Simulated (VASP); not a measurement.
# ZrSe2 (P-3m1) in VASP: further runs

One crystal, ZrSe2, is run at these levels: PBE; tasks: single point.

Everything below comes from runs of VASP 6.6.1. Logs are shortened: lines on timing, memory, paths and dates and some standing lists are left out, and cuts for length are marked.

## (1) The structure

Symmetry: P-3m1, No. 164, trigonal system. The conventional cell has a = 3.798 Å, b = 3.798 Å, c = 6.192 Å, α = 90.00°, β = 90.00°, γ = 120.00°. Zr (site symmetry -3m) is surrounded by 6 Se at 2.68 Å. Se (site symmetry 3m) is surrounded by 3 Zr at 2.68 Å.

## (2) Single point, PBE, spin-orbit coupling, no magnetisation

Contents of INCAR:

```
SYSTEM = ZrSe2
PREC = Accurate ; ENCUT = 350
EDIFF = 1E-5 ; ISMEAR = 0
SIGMA = 0.02 ; LREAL = .FALSE.
LASPH = .TRUE. ; NELM = 100
ALGO = Normal ; ISIF = 2
LWAVE = .FALSE. ; LCHARG = .FALSE.
MAGMOM = 0 0 0 0 0 0 0 0 0 ; LORBIT = 11
LSORBIT = .TRUE. ; GGA_COMPAT = .FALSE.
LMAXMIX = 4 ; GGA = PE
NBANDS = 40
```

Contents of KPOINTS:

```
Automatic mesh
0
G
  7 7 4
  0 0 0
```

Contents of POSCAR:

```
ZrSe2
1.0
    3.7980000000      0.0000000000      0.0000000000
   -1.8990000000      3.2891644836      0.0000000000
    0.0000000000      0.0000000000      6.1920000000
Zr Se
1 2
Direct
    0.0000000000      0.0000000000      0.0000000000
    0.6666666667      0.3333333333      0.7500000000
    0.3333333333      0.6666666667      0.2500000000
```

Potentials or basis: VASP PAW PBE potentials, release 64 (Zr_sv, Se).

Command:

```sh
cat potpaw_PBE.64/Zr_sv/POTCAR potpaw_PBE.64/Se/POTCAR > POTCAR
mpirun -np 1 vasp_ncl > vasp.out
```

OUTCAR:

```text
SYSTEM = ZrSe2
   PREC = Accurate
   ENCUT = 350
   EDIFF = 1E-5
   ISMEAR = 0
   LREAL = .FALSE.
   LASPH = .TRUE.
   NELM = 100
   ISIF = 2
   LORBIT = 11
   LSORBIT = .TRUE.
   GGA = PE

 Found     28 irreducible k-points:

 Following reciprocal coordinates:
            Coordinates               Weight
  0.000000  0.000000  0.000000      1.000000
  0.142857  0.000000  0.000000      6.000000
  0.285714  0.000000  0.000000      6.000000
  0.428571  0.000000  0.000000      6.000000
  0.142857  0.142857  0.000000      6.000000
  0.285714  0.142857  0.000000     12.000000
   k-points           NKPTS =     28   k-points in BZ     NKDIM =     28   number of bands    NBANDS=     40
   number of dos      NEDOS =    301   number of ions     NIONS =      3
   total plane-waves  NPLWV =  23040
   dimension x,y,z NGX =    24 NGY =   24 NGZ =   40
   dimension x,y,z NGXF=    48 NGYF=   48 NGZF=   80
   ions per type =               1   2
   NGX,Y,Z   is equivalent  to a cutoff of  10.51, 10.51, 10.74 a.u.
   NGXF,Y,Z  is equivalent  to a cutoff of  21.01, 21.01, 21.48 a.u.
 SYSTEM =  ZrSe2
   PREC   = accura    normal or accurate (medium, high low for compatibility)
   ISTART =      0    job   : 0-new  1-cont  2-samecut
   ICHARG =      2    charge: 1-file 2-atom 10-const
   ISPIN  =      1    spin polarized calculation?
   LNONCOLLINEAR =      T non collinear calculations
   LSORBIT =      T    spin-orbit coupling
   LASPH  =      T    aspherical Exc in radial PAW
   ENCUT  =  350.0 eV  25.72 Ry    5.07 a.u.   5.79  5.79  9.45*2*pi/ulx,y,z
   NELM   =    100;   NELMIN=  2; NELMDL= -5     # of ELM steps
   EDIFF  = 0.1E-04   stopping-criterion for ELM
   LREAL  =      F    real-space projection
   EDIFFG = 0.1E-03   stopping-criterion for IOM
   NSW    =      0    number of steps for IOM
   IBRION =     -1    ionic relax: 0-MD 1-quasi-New 2-CG
   NFREE  =      0    steps in history (QN), initial steepest desc. (CG)
   ISIF   =      2    stress and relaxation
   ISYM   =      2    0-nonsym 1-usesym 2-fastsym
   POTIM  = 0.5000    time-step for ionic-motion
   TEBEG  =    0.0;   TEEND  =   0.0 temperature during run
   PSTRESS=    0.0 pullay stress
   NELECT =      24.0000    total number of electrons
   NUPDOWN=      -1.0000    fix difference up-down
   EMIN   =  10.00;   EMAX   =-10.00  energy-range for DOS
   EFERMI =   0.00;   METHOD = LEGACY
   ISMEAR =     0;   SIGMA  =   0.02  broadening in eV -4-tet -1-fermi 0-gaus
   EFERMI_NEDOS =   21; number of points for ismear=-14 and -15
   IALGO  =     38    algorithm
   IMIX   =      4    mixing-type and parameters
     AMIX     =   0.40;   BMIX     =  1.00
     AMIX_MAG =   1.60;   BMIX_MAG =  1.00
  volume/ion in A,a.u.               =      25.78       174.00
  Fermi-wavevector in a.u.,A,eV,Ry     =   1.108293  2.094371 16.712230  1.228314
  Thomas-Fermi vector in A             =   2.244819
   LORBIT       =     11    0 simple, 1 ext, 2 COOP (PROOUT), +10 PAW based schemes
   GGA     = PE    functional components
   LHFCALC =     F    Hartree Fock is set to
   AEXX    =    0.0000 exact exchange contribution
   IVDW    =     0    specifies the selected vdW correction
   LEPSILON=     F    determine dielectric tensor
   LRPA    =     F    only Hartree local field effects (RPA)
 Gauss-broadening in eV      SIGMA  =   0.02
  energy-cutoff  :      350.00
  volume of cell :       77.35
 maximum number of plane-waves:      2364
 NGX is ok and might be reduce to    24
   NGX = 11   NGY = 11   NGZ = 19

 number of electron      24.0000004 magnetization       0.0000000      0.0000000     -0.0000000

 number of electron      24.0000004 magnetization      -0.0000000     -0.0000000     -0.0000000

 number of electron      24.0000005 magnetization       0.0000000      0.0000000      0.0000000

 number of electron      24.0000005 magnetization      -0.0000000      0.0000000     -0.0000000

 Free energy of the ion-electron system (eV)
  ---------------------------------------------------
  ext. energy  EPLUGINS =         0.00000000
  ---------------------------------------------------
  free energy    TOTEN  =       -19.66723159 eV

  energy without entropy =      -19.66723159  energy(sigma->0) =      -19.66723159

 E-fermi :   4.5274     XC(G=0):  -9.4491

 val. band max:        4.3791496959   @ k =   0.0000   0.0000   0.0000
 cond. band min:       4.6704388952   @ k =   0.4286   0.0000   0.5000
 fundamental gap:      0.2912891993
 Fermi energy:         4.5274364564

 k-point     1 :       0.0000    0.0000    0.0000
  band No.  band energies     occupation
      1     -45.2259      1.00000
      2     -45.2259      1.00000
      3     -24.3685      1.00000
      4     -24.3685      1.00000
      5     -22.6855      1.00000
      6     -22.6855      1.00000
[... 28 lines left out ...]
     35       9.0012      0.00000
     36       9.0012      0.00000

 k-point     2 :       0.1429    0.0000    0.0000
  band No.  band energies     occupation
      1     -45.2236      1.00000
      2     -45.2236      1.00000
      3     -24.3779      1.00000
      4     -24.3779      1.00000
      5     -22.6893      1.00000
      6     -22.6893      1.00000
[... 28 lines left out ...]
     35      10.0254      0.00000
     36      10.0254      0.00000
[... 115 lines left out ...]
     35      11.5020      0.00000
     36      11.5020      0.00000

 k-point     6 :       0.2857    0.1429    0.0000
  band No.  band energies     occupation
      1     -45.2154      1.00000
      2     -45.2154      1.00000
      3     -24.4127      1.00000
      4     -24.4127      1.00000
      5     -22.7336      1.00000
      6     -22.7336      1.00000
[... 28 lines left out ...]
     35      11.3631      0.00000
     36      11.3631      0.00000

 [... further k-points ...]

 [bands above 36 left out]

------------------------ aborting loop because EDIFF is reached ----------------------------------------

  FORCE on cell =-STRESS in cart. coord.  units (eV):
  Direction    XX          YY          ZZ          XY          YZ          ZX
  --------------------------------------------------------------------------------------
  -------------------------------------------------------------------------------------
  Total        0.6464573      0.6464573      1.4519674      0.0000000      0.0000000     -0.0000000
  in kB       13.3899499     13.3899499     30.0743293      0.0000000      0.0000000     -0.0000000
  external PRESSURE =      18.9514097 kB  Pullay stress =       0.0000000 kB

 VOLUME and BASIS-vectors are now :
 -----------------------------------------------------------------------------
  energy-cutoff  :      350.00
  volume of cell :       77.35
      direct lattice vectors                 reciprocal lattice vectors
     3.798000000  0.000000000  0.000000000     0.263296472  0.152014289  0.000000000
    -1.899000000  3.289164484  0.000000000     0.000000000  0.304028578  0.000000000
     0.000000000  0.000000000  6.192000000     0.000000000  0.000000000  0.161498708

 POSITION                                       TOTAL-FORCE (eV/Angst)
 -----------------------------------------------------------------------------------
      0.00000      0.00000      0.00000        -0.000000      0.000000      0.000000
      1.89900      1.09639      4.64400        -0.000000      0.000000     -0.305489
     -0.00000      2.19278      1.54800         0.000000     -0.000000      0.305489
 -----------------------------------------------------------------------------------
    total drift:                               -0.000000      0.000000      0.000000

  FREE ENERGIE OF THE ION-ELECTRON SYSTEM (eV)
  ---------------------------------------------------
  free  energy   TOTEN  =       -19.6672315853 eV

  energy  without entropy=      -19.6672315853  energy(sigma->0) =      -19.66723159

 Spin-Orbit-Coupling matrix elements

 Ion:    1  E_soc:     -0.1406243
 l=   1
     0.0000000    -0.0223818    -0.0223954
    -0.0223818     0.0000000    -0.0223818
    -0.0223954    -0.0223818     0.0000000
 l=   2
     0.0000000    -0.0002733     0.0000000    -0.0002733    -0.0006572
    -0.0002733     0.0000000    -0.0005023    -0.0003980    -0.0002733
     0.0000000    -0.0005023     0.0000000    -0.0005023     0.0000000
    -0.0002733    -0.0003980    -0.0005023     0.0000000    -0.0002733
    -0.0006572    -0.0002733     0.0000000    -0.0002733     0.0000000
 l=   3
     0.0000000     0.0000000     0.0000000     0.0000000     0.0000000     0.0000000     0.0000000
     0.0000000     0.0000000     0.0000000     0.0000000     0.0000000     0.0000000     0.0000000
     0.0000000     0.0000000     0.0000000     0.0000000     0.0000000     0.0000000     0.0000000
     0.0000000     0.0000000     0.0000000     0.0000000     0.0000000     0.0000000     0.0000000
     0.0000000     0.0000000     0.0000000     0.0000000     0.0000000     0.0000000     0.0000000
     0.0000000     0.0000000     0.0000000     0.0000000     0.0000000     0.0000000     0.0000000
     0.0000000     0.0000000     0.0000000     0.0000000     0.0000000     0.0000000     0.0000000

 Ion:    2  E_soc:     -0.0392448
 l=   1
     0.0000000    -0.0066166    -0.0064078
    -0.0066166     0.0000000    -0.0066166
    -0.0064078    -0.0066166     0.0000000
 l=   2
     0.0000000     0.0000009     0.0000000     0.0000009     0.0000020
     0.0000009     0.0000000     0.0000044     0.0000044     0.0000009
     0.0000000     0.0000044     0.0000000     0.0000044     0.0000000
     0.0000009     0.0000044     0.0000044     0.0000000     0.0000009
     0.0000020     0.0000009     0.0000000     0.0000009     0.0000000
 l=   3
     0.0000000     0.0000000     0.0000000     0.0000000     0.0000000     0.0000000     0.0000000
     0.0000000     0.0000000     0.0000000     0.0000000     0.0000000     0.0000000     0.0000000
     0.0000000     0.0000000     0.0000000     0.0000000     0.0000000     0.0000000     0.0000000
     0.0000000     0.0000000     0.0000000     0.0000000     0.0000000     0.0000000     0.0000000
     0.0000000     0.0000000     0.0000000     0.0000000     0.0000000     0.0000000     0.0000000
     0.0000000     0.0000000     0.0000000     0.0000000     0.0000000     0.0000000     0.0000000
     0.0000000     0.0000000     0.0000000     0.0000000     0.0000000     0.0000000     0.0000000

 Ion:    3  E_soc:     -0.0392448
 l=   1
     0.0000000    -0.0066166    -0.0064078
    -0.0066166     0.0000000    -0.0066166
    -0.0064078    -0.0066166     0.0000000
 l=   2
     0.0000000     0.0000009     0.0000000     0.0000009     0.0000020
     0.0000009     0.0000000     0.0000044     0.0000044     0.0000009
     0.0000000     0.0000044     0.0000000     0.0000044     0.0000000
     0.0000009     0.0000044     0.0000044     0.0000000     0.0000009
     0.0000020     0.0000009     0.0000000     0.0000009     0.0000000
 l=   3
     0.0000000     0.0000000     0.0000000     0.0000000     0.0000000     0.0000000     0.0000000
     0.0000000     0.0000000     0.0000000     0.0000000     0.0000000     0.0000000     0.0000000
     0.0000000     0.0000000     0.0000000     0.0000000     0.0000000     0.0000000     0.0000000
     0.0000000     0.0000000     0.0000000     0.0000000     0.0000000     0.0000000     0.0000000
     0.0000000     0.0000000     0.0000000     0.0000000     0.0000000     0.0000000     0.0000000
     0.0000000     0.0000000     0.0000000     0.0000000     0.0000000     0.0000000     0.0000000
     0.0000000     0.0000000     0.0000000     0.0000000     0.0000000     0.0000000     0.0000000

 total charge

# of ion       s       p       d       tot
------------------------------------------
    1        2.168   6.010   1.466   9.643
    2        1.462   2.408   0.028   3.898
    3        1.462   2.408   0.028   3.898
--------------------------------------------------
tot          5.091  10.827   1.522  17.440

 magnetization (x)

# of ion       s       p       d       tot
------------------------------------------
    1       -0.000   0.000   0.000  -0.000
    2        0.000   0.000   0.000   0.000
    3        0.000   0.000   0.000   0.000
--------------------------------------------------
tot          0.000   0.000   0.000   0.000

 magnetization (y)

# of ion       s       p       d       tot
------------------------------------------
    1        0.000   0.000   0.000   0.000
    2        0.000   0.000   0.000   0.000
    3        0.000   0.000   0.000   0.000
--------------------------------------------------
tot          0.000   0.000   0.000   0.000

 magnetization (z)

# of ion       s       p       d       tot
------------------------------------------
    1        0.000  -0.000   0.000   0.000
    2        0.000   0.000   0.000   0.000
    3        0.000   0.000   0.000   0.000
--------------------------------------------------
tot          0.000  -0.000   0.000   0.000
```

It took 52 s on 1 thread of Intel Xeon Platinum 8559C (Emerald Rapids), shared host; peak memory 0.28 GiB.

The run converged, but some of its settings lie outside the range that counts as converged, so its numbers aren't taken as properties of the crystal.

What came out:

- Free energy: -19.6672 eV
- Pressure: 1.9 GPa
- Largest force: 0.305 eV/Å
- Valence electrons inside the program's atomic spheres: Zr 9.64; Se 3.90

Caveat: this functional lacks dispersion, which binds the layers, so the pressure and a relaxed spacing across them are unreliable.

## (3) Single point, PBE, spin-orbit coupling, no magnetisation

INCAR: that of step 2 with these lines changed.

```diff
@@ -2,4 +2,4 @@
 PREC = Accurate ; ENCUT = 350
-EDIFF = 1E-5 ; ISMEAR = 0
-SIGMA = 0.02 ; LREAL = .FALSE.
+EDIFF = 1E-7 ; ISMEAR = 0
+SIGMA = 0.02 ; LREAL = Auto
 LASPH = .TRUE. ; NELM = 100
```

KPOINTS is that of step 2.

POSCAR is that of step 2.

Potentials or basis: VASP PAW PBE potentials, release 64 (Zr_sv, Se).

Command:

```sh
cat potpaw_PBE.64/Zr_sv/POTCAR potpaw_PBE.64/Se/POTCAR > POTCAR
mpirun -np 1 vasp_ncl > vasp.out
```

Run time: 1.9 min. Hardware: 1 thread of Intel Xeon Platinum 8559C (Emerald Rapids), shared host; peak memory 0.28 GiB.

These settings aren't checked as converged: the numbers below hold their error.

What came out:

| Quantity | Value |
| --- | --- |
| Free energy | -19.6677 eV |
| Pressure | 1.9 GPa |
| Largest force | 0.306 eV/Å |
| Valence electrons inside the program's atomic spheres | Zr 9.64; Se 3.90 |

Caveat: this functional lacks dispersion, which binds the layers, so the pressure and a relaxed spacing across them are unreliable.

## (4) Single point, PBE, spin-orbit coupling, no magnetisation

INCAR: that of step 3 with these lines changed.

```diff
@@ -3,3 +3,3 @@
 EDIFF = 1E-7 ; ISMEAR = 0
-SIGMA = 0.02 ; LREAL = Auto
+SIGMA = 0.2 ; LREAL = .FALSE.
 LASPH = .TRUE. ; NELM = 100
```

KPOINTS is that of step 3.

POSCAR is that of step 3.

Potentials or basis: VASP PAW PBE potentials, release 64 (Zr_sv, Se).

Command:

```sh
cat potpaw_PBE.64/Zr_sv/POTCAR potpaw_PBE.64/Se/POTCAR > POTCAR
mpirun -np 1 vasp_ncl > vasp.out
```

OUTCAR:

```text
SYSTEM = ZrSe2
   PREC = Accurate
   ENCUT = 350
   EDIFF = 1E-7
   ISMEAR = 0
   LREAL = .FALSE.
   LASPH = .TRUE.
   NELM = 100
   ISIF = 2
   LORBIT = 11
   LSORBIT = .TRUE.
   GGA = PE

 Found     28 irreducible k-points:

 Following reciprocal coordinates:
            Coordinates               Weight
  0.000000  0.000000  0.000000      1.000000
  0.142857  0.000000  0.000000      6.000000
  0.285714  0.000000  0.000000      6.000000
  0.428571  0.000000  0.000000      6.000000
  0.142857  0.142857  0.000000      6.000000
  0.285714  0.142857  0.000000     12.000000
   k-points           NKPTS =     28   k-points in BZ     NKDIM =     28   number of bands    NBANDS=     40
[... 406 lines left out ...]
     0.0000000     0.0000000     0.0000000     0.0000000     0.0000000     0.0000000     0.0000000
     0.0000000     0.0000000     0.0000000     0.0000000     0.0000000     0.0000000     0.0000000
     0.0000000     0.0000000     0.0000000     0.0000000     0.0000000     0.0000000     0.0000000
     0.0000000     0.0000000     0.0000000     0.0000000     0.0000000     0.0000000     0.0000000
     0.0000000     0.0000000     0.0000000     0.0000000     0.0000000     0.0000000     0.0000000

 total charge

# of ion       s       p       d       tot
------------------------------------------
    1        2.168   6.010   1.467   9.644
    2        1.462   2.408   0.028   3.898
    3        1.462   2.408   0.028   3.898
--------------------------------------------------
tot          5.091  10.825   1.523  17.440

 magnetization (x)

# of ion       s       p       d       tot
------------------------------------------
    1        0.000   0.000  -0.000  -0.000
    2       -0.000   0.000  -0.000   0.000
    3       -0.000   0.000  -0.000   0.000
--------------------------------------------------
tot         -0.000   0.000  -0.000   0.000

 magnetization (y)

# of ion       s       p       d       tot
------------------------------------------
    1       -0.000   0.000   0.000  -0.000
    2       -0.000   0.000   0.000  -0.000
    3       -0.000   0.000   0.000  -0.000
--------------------------------------------------
tot         -0.000   0.000   0.000  -0.000

 magnetization (z)

# of ion       s       p       d       tot
------------------------------------------
    1        0.000   0.000  -0.000   0.000
    2        0.000   0.000   0.000   0.000
    3        0.000   0.000   0.000   0.000
--------------------------------------------------
tot          0.000   0.000  -0.000   0.000
```

It took 69 s on 1 thread of Intel Xeon Platinum 8559C (Emerald Rapids), shared host; peak memory 0.28 GiB.

These settings aren't checked as converged: the numbers below hold their error.

Results:

```
Free energy                                           : -19.6682 eV
Pressure                                              : 1.9 GPa
Largest force                                         : 0.314 eV/Å
Valence electrons inside the program's atomic spheres : Zr 9.64; Se 3.90
```

Caveat: this functional lacks dispersion, which binds the layers, so the pressure and a relaxed spacing across them are unreliable.
